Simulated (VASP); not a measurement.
# Si (Fd-3m) in VASP: notebook, part 2 of 2

VASP 6.6.1. Earlier steps stand in the parts before.

**4. G0W0 quasiparticle levels, PBE**

Contents of POSCAR:

```
Si
1.0
    0.0000000000      2.7218511865      2.7218511865
    2.7218511865      0.0000000000      2.7218511865
    2.7218511865      2.7218511865      0.0000000000
Si
2
Direct
    0.5000000000      0.5000000000      0.5000000000
    0.7500000000      0.7500000000      0.7500000000
```

Contents of INCAR.step1:

```
PREC = Accurate
ENCUT = 450
EDIFF = 1E-8
ISMEAR = 0
SIGMA = 0.01
LREAL = False
LASPH = True
NELM = 60
ALGO = Normal
LWAVE = True
LCHARG = False
GGA = PE
```

Contents of INCAR.step2:

```
PREC = Accurate
ENCUT = 450
EDIFF = 1E-8
ISMEAR = 0
SIGMA = 0.01
LREAL = False
LASPH = True
NELM = 1
ALGO = Exact
LWAVE = True
LCHARG = False
GGA = PE
NBANDS = 52
LOPTICS = True
ISTART = 1
```

Contents of INCAR.step3:

```
PREC = Accurate
ENCUT = 450
EDIFF = 1E-8
ISMEAR = 0
SIGMA = 0.01
LREAL = False
LASPH = True
ALGO = EVGW0
LWAVE = False
LCHARG = False
GGA = PE
NELMGW = 1
NBANDS = 52
ENCUTGW = 200
NOMEGA = 48
PRECFOCK = Fast
ISTART = 1
NBANDSGW = 12
```

Contents of KPOINTS:

```
regular mesh
0
Gamma
  3 3 3
```

Potentials or basis: VASP PAW PBE potentials, release 64 (Si_GW).

Started as:

```sh
$ cat potpaw_PBE.64/Si_GW/POTCAR > POTCAR
$ cp INCAR.step1 INCAR
$ mpirun -np 1 vasp_std > vasp.out
$ cp INCAR.step2 INCAR
$ mpirun -np 1 vasp_std > vasp.out
$ cp INCAR.step3 INCAR
$ mpirun -np 1 vasp_std > vasp.out
```

OUTCAR:

```text
PREC = Accurate
   ENCUT = 450
   EDIFF = 1E-8
   ISMEAR = 0
   LREAL = False
   LASPH = True
   GGA = PE
   NELMGW = 1
   ENCUTGW = 200
   PRECFOCK = Fast
   ISTART = 1

 Found      4 irreducible k-points:

 Following reciprocal coordinates:
            Coordinates               Weight
  0.000000  0.000000  0.000000      1.000000
  0.333333  0.000000  0.000000      8.000000
  0.333333  0.333333  0.000000      6.000000
 -0.333333  0.333333  0.000000     12.000000
   k-points           NKPTS =      4   k-points in BZ     NKDIM =     27   number of bands    NBANDS=     52
   number of dos      NEDOS =    301   number of ions     NIONS =      2
   total plane-waves  NPLWV =  21952
   dimension x,y,z NGX =    28 NGY =   28 NGZ =   28
   dimension x,y,z NGXF=    56 NGYF=   56 NGZF=   56
   ions per type =               2
   NGX,Y,Z   is equivalent  to a cutoff of  12.09, 12.09, 12.09 a.u.
   NGXF,Y,Z  is equivalent  to a cutoff of  24.19, 24.19, 24.19 a.u.
 SYSTEM =  unknown system
   PREC   = accura    normal or accurate (medium, high low for compatibility)
   ISTART =      1    job   : 0-new  1-cont  2-samecut
   ICHARG =      0    charge: 1-file 2-atom 10-const
   ISPIN  =      1    spin polarized calculation?
   LNONCOLLINEAR =      F non collinear calculations
   LSORBIT =      F    spin-orbit coupling
   LASPH  =      T    aspherical Exc in radial PAW
   ENCUT  =  450.0 eV  33.07 Ry    5.75 a.u.   6.66  6.66  6.66*2*pi/ulx,y,z
   NELM   =     60;   NELMIN=  2; NELMDL=  0     # of ELM steps
   EDIFF  = 0.1E-07   stopping-criterion for ELM
   LREAL  =      F    real-space projection
   EDIFFG = 0.1E-06   stopping-criterion for IOM
   NSW    =      0    number of steps for IOM
   IBRION =     -1    ionic relax: 0-MD 1-quasi-New 2-CG
   NFREE  =      0    steps in history (QN), initial steepest desc. (CG)
   ISIF   =      0    stress and relaxation
   ISYM   =      3    0-nonsym 1-usesym 2-fastsym
   POTIM  = 0.5000    time-step for ionic-motion
   TEBEG  =    0.0;   TEEND  =   0.0 temperature during run
   PSTRESS=    0.0 pullay stress
   NELECT =       8.0000    total number of electrons
   NUPDOWN=      -1.0000    fix difference up-down
   EMIN   =  10.00;   EMAX   =-10.00  energy-range for DOS
   EFERMI =   0.00;   METHOD = LEGACY
   ISMEAR =     0;   SIGMA  =   0.01  broadening in eV -4-tet -1-fermi 0-gaus
   EFERMI_NEDOS =   21; number of points for ismear=-14 and -15
   IALGO  =     38    algorithm
   IMIX   =      4    mixing-type and parameters
     AMIX     =   0.40;   BMIX     =  1.00
     AMIX_MAG =   1.60;   BMIX_MAG =  1.00
  volume/ion in A,a.u.               =      20.16       136.08
  Fermi-wavevector in a.u.,A,eV,Ry     =   0.954766  1.804247 12.402783  0.911579
  Thomas-Fermi vector in A             =   2.083543
   LORBIT       =      0    0 simple, 1 ext, 2 COOP (PROOUT), +10 PAW based schemes
   GGA     = PE    functional components
   LHFCALC =     T    Hartree Fock is set to
   PRECFOCK=fast      Normal, Fast or Accurate (Low or Medium for compatibility)
   ENCUT4O =  -1.0   cutoff for four orbital integrals eV
   NKREDX  =     1    reduce k-point grid by
   NKREDY  =     1    reduce k-point grid by
   NKREDZ  =     1    reduce k-point grid by
   AEXX    =    1.0000 exact exchange contribution
   HFSCREEN=    0.0000 screening length (either q_TF or 0.3 A-1)
   HFSCREENC=   0.0000 screening length for correlation (either q_TF or 0.3 A-1)
   ENCUTFOCK=  -1.0 apply spherical cutoff to Coloumb kernel
   IVDW    =     0    specifies the selected vdW correction
   LEPSILON=     F    determine dielectric tensor
   LRPA    =     F    only Hartree local field effects (RPA)
   LRPAFORCE           =     F    calculate RPA forces
   ENCUTGW             = 200.0    cutoff for response function in eV
   ENCUTGWSOFT         = 160.0    soft cutoff for Coulomb kernel in GW response function in eV
   ENCUTLF             =  -1.0    cutoff for local field effects
   NELMGW              =     1    number of iterations in solving QP/BSE equation
   NELMHF              =     1    number of iterations in the inner HF iteration
   NKREDLFX            =     1    NKREDLFY  =   1   NKREDLFZ  =   1
 non-spin polarized calculation
 Gauss-broadening in eV      SIGMA  =   0.01
  energy-cutoff  :      450.00
  volume of cell :       40.33
 maximum number of plane-waves:       893
 NGX is ok and might be reduce to    28
  NGX = 16; NGY = 16; NGZ = 16
   NGX = 13   NGY = 13   NGZ = 13
 maximum number of plane-waves:       259

 QP shifts <psi_nk| G(iteration)W_0 |psi_nk>: iteration 1
 for sc-GW calculations column KS-energies equals QP-energies in previous step
 and V_xc(KS)=  KS-energies - (<T + V_ion + V_H > + <T+V_H+V_ion>^1  + <V_x>^1)

 k-point   1 :       0.0000    0.0000    0.0000
  band No.  KS-energies  QP-energies   sigma(KS)   V_xc(KS)     V^pw_x(r,r')   Z            occupation Imag(sigma)

      1      -6.4325      -6.9154     -11.0603     -10.4342     -17.4248       0.7712       2.0000       1.3592
      2       5.5010       5.2096     -11.8060     -11.4221     -13.4294       0.7592       2.0000       0.0617
      3       5.5010       5.2096     -11.8060     -11.4221     -13.4294       0.7592       2.0000       0.0617
      4       5.5010       5.2096     -11.8060     -11.4221     -13.4294       0.7592       2.0000       0.0617
      5       8.0158       8.3477      -9.6374     -10.0709      -5.3656       0.7655       0.0000      -0.1119
      6       8.0158       8.3477      -9.6374     -10.0709      -5.3656       0.7655       0.0000      -0.1119
      7       8.0158       8.3477      -9.6374     -10.0709      -5.3656       0.7655       0.0000      -0.1119
      8       8.7867       9.2759     -10.3894     -11.0339      -5.5737       0.7592       0.0000      -0.1413
      9      13.1689      13.6481      -9.3486      -9.9879      -4.1513       0.7496       0.0000      -0.2328
     10      13.1689      13.6481      -9.3486      -9.9879      -4.1513       0.7496       0.0000      -0.2328
     11      13.4319      13.3086      -7.7614      -7.6090      -2.4805       0.8093       0.0000      -0.3585
     12      16.6688      16.6778      -8.2366      -8.2483      -2.1676       0.7685       0.0000      -0.6499

 k-point   2 :       0.3333    0.0000    0.0000
  band No.  KS-energies  QP-energies   sigma(KS)   V_xc(KS)     V^pw_x(r,r')   Z            occupation Imag(sigma)

      1      -5.0623      -5.4386     -11.1279     -10.5993     -17.0078       0.7117       2.0000       1.0194
      2       0.1680      -0.2330     -11.0614     -10.5202     -14.3244       0.7410       2.0000       0.2688
      3       4.4958       4.1871     -11.5602     -11.1531     -13.4034       0.7583       2.0000       0.0767
      4       4.4958       4.1871     -11.5602     -11.1531     -13.4034       0.7583       2.0000       0.0767
      5       7.2191       7.5161      -9.7132     -10.1028      -5.4756       0.7621       0.0000      -0.0928
      6       8.9604       9.2850      -9.4446      -9.8666      -4.9457       0.7692       0.0000      -0.1535
      7       8.9604       9.2850      -9.4446      -9.8666      -4.9457       0.7692       0.0000      -0.1535
      8      13.3234      13.3987      -8.7596      -8.8577      -3.1419       0.7674       0.0000      -0.3838
      9      13.4336      13.7701      -9.3463      -9.7882      -3.9518       0.7614       0.0000      -0.3440
     10      13.4336      13.7701      -9.3463      -9.7882      -3.9518       0.7614       0.0000      -0.3440
     11      14.5657      14.7362      -8.9304      -9.1562      -3.3876       0.7550       0.0000      -0.3672
     12      19.0513      19.1762      -9.0440      -9.2111      -2.6653       0.7472       0.0000      -0.7667

 k-point   3 :       0.3333    0.3333    0.0000
  band No.  KS-energies  QP-energies   sigma(KS)   V_xc(KS)     V^pw_x(r,r')   Z            occupation Imag(sigma)

      1      -4.5371      -4.9236     -11.1666     -10.6186     -16.7869       0.7053       2.0000       0.9085
      2       0.4886       0.1323     -11.6234     -11.1432     -14.8598       0.7420       2.0000       0.2480
      3       3.0777       2.7153     -11.1902     -10.7048     -13.4407       0.7465       2.0000       0.0913
      4       3.0777       2.7153     -11.1902     -10.7048     -13.4407       0.7465       2.0000       0.0913
      5       6.2001       6.3587      -8.9550      -9.1598      -5.0102       0.7746       0.0000      -0.0786
      6       7.4600       7.6250      -8.6651      -8.8784      -4.3832       0.7736       0.0000      -0.1059
      7      12.7127      13.1381     -10.1415     -10.7080      -4.7382       0.7509       0.0000      -0.3423
      8      12.7127      13.1381     -10.1415     -10.7080      -4.7382       0.7509       0.0000      -0.3423
      9      15.2618      15.7532     -10.2974     -10.9514      -4.4190       0.7514       0.0000      -0.4283
     10      15.3039      15.7670      -9.4394     -10.0353      -3.7360       0.7772       0.0000      -0.4371
     11      18.5419      18.6043      -8.7875      -8.8703      -2.5853       0.7539       0.0000      -0.7008
     12      18.8973      19.2139      -9.6365     -10.0577      -2.8971       0.7515       0.0000      -0.9793

 k-point   4 :      -0.3333    0.3333    0.0000
  band No.  KS-energies  QP-energies   sigma(KS)   V_xc(KS)     V^pw_x(r,r')   Z            occupation Imag(sigma)

      1      -3.1838      -3.5572     -11.4247     -10.9016     -16.4741       0.7138       2.0000       0.6838
      2      -1.2644      -1.6424     -11.4120     -10.8864     -15.5005       0.7193       2.0000       0.4108
      3       1.0888       0.6584     -10.4215      -9.8453     -12.9795       0.7469       2.0000       0.1678
      4       3.3836       3.0298     -11.2870     -10.8165     -13.4271       0.7519       2.0000       0.0841
      5       7.0350       7.2206      -8.9043      -9.1442      -4.7336       0.7735       0.0000      -0.0952
      6      11.2761      11.4820      -9.4330      -9.7014      -4.5675       0.7672       0.0000      -0.2397
      7      11.9137      12.3169      -9.7125     -10.2516      -4.3400       0.7479       0.0000      -0.3190
      8      12.5261      12.9143      -9.9909     -10.5050      -4.6738       0.7552       0.0000      -0.3200
      9      12.8638      13.2355      -9.7606     -10.2605      -4.1378       0.7435       0.0000      -0.3590
     10      13.1278      13.4301      -9.3585      -9.7484      -4.1666       0.7753       0.0000      -0.3381
     11      19.8065      19.8781      -8.5658      -8.6604      -2.3238       0.7568       0.0000      -0.7845
     12      20.3688      20.3485      -8.2005      -8.1740      -2.0224       0.7655       0.0000      -0.8379
```

Run time: 32 s. Hardware: 1 thread of AMD EPYC 7R13 (Zen 3), shared host; peak memory 0.22 GiB.

The run converged, but some of its settings lie outside the range that counts as converged, so its numbers aren't taken as properties of the crystal.

What came out:

- Band gap on the k mesh, mean-field level: 0.70 eV, indirect (least direct gap 2.51 eV)
- Quasiparticle gap: 1.15 eV
- Least direct quasiparticle gap: 3.14 eV

Caveat: the k mesh is coarse (spacing up to 0.67 Å⁻¹), so the values aren't converged; bands, screening cutoff and mesh are small and nothing is extrapolated, so the quasiparticle values aren't converged; an odd mesh through Γ misses points on the zone boundary, where band edges often lie.
